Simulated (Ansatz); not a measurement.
The following input was run with Ansatz 0.2.0.

```yaml
crystal:
  lattice:
    - [-1.8992242854, 1.8992242854, 2.8107831128]
    - [1.8992242854, -1.8992242854, 2.8107831128]
    - [1.8992242854, 1.8992242854, -2.8107831128]
  atoms:
    - { symbol: Na, position: [0.0, 0.0, 0.0] }
basis:
  ecutwfc: 420
kpoints:
  mp_grid: { grid: [16, 16, 16] }
hamiltonian:
  xc: pbesol
scf:
  occupations: { method: gaussian, width: 0.1 }
output:
  forces: true
  stress: true
  eigenvalues: true
```

It can be run as
```bash
ansatz run input.yaml --threads 1 --pin off --backend cpu --events-out ev --progress --plain --runs-dir out  # memory cap (--max-ram) not shown
```

Method: DFT PBEsol, scalar-relativistic, plane waves, PAW (Ansatz 0.2.0).

From the run's log, abridged (iterations and final results):

```
SCF iter   1: F=—  HF=-1475.861518 eV  |F-HF|=—  |Δ(HF+E_count)|=         —  Δρ=1.51e-3  dr2=4.44e-4  ethr=1.77e-3  ⟨swp⟩=4.9  Hψ=20090  notcnv=0
SCF iter   2: F=—  HF=-1475.861029 eV  |F-HF|=—  |Δ(HF+E_count)|=   4.90e-4  Δρ=5.45e-4  dr2=8.69e-5  ethr=4.93e-6  ⟨swp⟩=2.2  Hψ=7115  notcnv=0
SCF iter   3: F=—  HF=-1475.861023 eV  |F-HF|=—  |Δ(HF+E_count)|=   5.78e-6  Δρ=1.29e-4  dr2=5.40e-6  ethr=9.65e-7  ⟨swp⟩=2.2  Hψ=4593  notcnv=0  defer=3
SCF iter   4: F=—  HF=-1475.861024 eV  |F-HF|=—  |Δ(HF+E_count)|=   1.30e-6  Δρ=9.75e-5  dr2=1.31e-6  ethr=6.00e-8  ⟨swp⟩=2.0  Hψ=4408  notcnv=0  defer=3
SCF iter   5: F=—  HF=-1475.861023 eV  |F-HF|=—  |Δ(HF+E_count)|=   1.13e-6  Δρ=3.30e-5  dr2=1.51e-7  ethr=1.46e-8  ⟨swp⟩=2.0  Hψ=4170  notcnv=0  defer=3
SCF iter   6: F=-1475.861023 eV  HF=-1475.861023 eV  |F-HF|=5.80e-9  |Δ(HF+E_count)|=   1.41e-7  Δρ=4.91e-6  dr2=3.38e-9  ethr=1.11e-9  ⟨swp⟩=5.2  Hψ=11468  notcnv=0
SCF 1 converged in 6 iterations: F = -1475.861023 eV  dr2 = 3.38e-9
SCF converged after 6 iterations
Free energy (F): -1475.861023 eV
Harris-Foulkes:  -1475.861023 eV  (|F-HF|=5.80e-9)
Internal energy: -1475.858569 eV  (E = F + TS)
E sigma→0 (E₀):  -1475.859796 eV
Entropy (-TS):   -0.002454 eV (-2.454 meV/atom)
Fermi energy:    1.362272 eV
--- Per-component energies (eV) ---
  E_band       = -243.862826
  E_kinetic    = 119.967958
  E_local      = -1468.879455  (includes V_loc(G=0)·N_el)
  E_nonlocal   = 115.801278
  E_hartree    = 538.400943
  E_xc         = -37.495228
  E_vxc        = -48.456826  (∫ρ·V_xc dr)
  E_paw        = -253.461307  (= ΣΔE_a)
  E_vpaw       = -39.099511  (= ΣTr[D̂ρ^β])
  E_aug_tail   = -0.000027  (compensation charges beyond the density's cutoff)
  E_ewald      = -490.247426
  E_core_change = 0.054694  (= ΣΔE_core)
  E_smearing   = -0.002454  (= −TS)
--- Forces (eV/Å), atoms counted from 1 ---
  atom   1  Na     0.00000000     0.00000000     0.00000000
--- Stress (GPa, compression-positive) ---
       -0.651317       0.000000       0.000000
        0.000000      -0.651317       0.000000
        0.000000       0.000000      -0.809376
  P = ⅓ Tr σ = -0.7040 GPa (-7.040 kbar)
--- Band table (eV; the first three rows and the last of 349) ---
  k-point 0: bands = ["-51.4396", "-23.5096", "-23.5096", "-23.5094", "-1.7355", "11.8100", "11.9670", "11.9670", "12.9526"]
  k-point 1: bands = ["-51.4395", "-23.5106", "-23.5101", "-23.5097", "-1.6517", "11.1516", "11.2334", "11.3486", "12.8358"]
  k-point 2: bands = ["-51.4393", "-23.5133", "-23.5113", "-23.5106", "-1.4012", "10.1399", "10.3873", "10.4778", "11.9539"]
  k-point 348: bands = ["-51.4382", "-23.5326", "-23.5177", "-23.5177", "2.7423", "3.2635", "7.6102", "8.3735", "8.3735"]
```

The calculation finished and met its thresholds.